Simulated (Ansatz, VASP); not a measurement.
Two plane-wave programs on W

```xyz
1
Lattice="-1.5887 1.5887 1.5887 1.5887 -1.5887 1.5887 1.5887 1.5887 -1.5887" Properties=species:S:1:pos:R:3 pbc="T T T"
W     0.0000    0.0000    0.0000
```

Alike in both runs: functional PBE; k mesh 15 × 15 × 15; occupations methfessel-paxton of order 1, width 0.05 eV; no spin polarisation.

Ansatz relaxed the structure, and its values are those at the end. VASP's run is a single point on that final structure, the one shown.

|  | VASP | Ansatz |
| --- | --- | --- |
| version | VASP 6.6.1 | Ansatz 0.2.0 |
| potentials or method | VASP PAW PBE potentials, release 64 (W_sv) | plane waves, PAW |
| plane-wave cutoff (eV) | 520 | 420 |
| valence electrons in the cell | 14 | 14 |

```tsv
	VASP	Ansatz	Ansatz less VASP
pressure (GPa)	2.5	2.0	-0.49
```

Spin-orbit coupling is left out, which matters for the levels of W.
